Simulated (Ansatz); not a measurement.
**P: equation of state with r2SCAN**

The system is P.

```
P
1.0
     1.64774   -5.46504    0.00000
     1.64774    5.46504    0.00000
     0.00000    0.00000    4.54364
P
4
Direct
  0.90414 0.09586 0.58882
  0.09586 0.90414 0.41118
  0.59586 0.40414 0.08882
  0.40414 0.59586 0.91118
```

* Program: Ansatz 0.2.0
* Task: equation of state
* Functional: r2SCAN
* Potentials or basis: Ansatz PAW
* Cutoff: 500 eV
* Density cutoff: 2000 eV
* k mesh: 8 × 8 × 6
* Occupations: fermi-dirac, width 0.05 eV
* Spin: no spin polarisation

| Quantity | Value |
| --- | --- |
| Equilibrium volume | 20.63 Å³/atom |
| Bulk modulus at fixed shape and positions | 77 GPa |
| Pressure derivative of the bulk modulus | 4.3 |

Energy against volume, from the lowest point:
```tsv
volume (Å³/atom)	energy (meV/atom)
19.230	25.53
19.639	12.13
20.049	3.80
20.458	0.00
20.867	0.29
21.276	4.25
21.685	11.53
```

All runs of the series together: 67 s on 2 threads of Arm Neoverse V1 (shared host).

Caveat: the cell was scaled at fixed shape and fractional positions, which overstates the stiffness of a crystal with free parameters, most of all of layers and chains; the PAW data sets were made with another functional, which shifts forces and pressure a little.
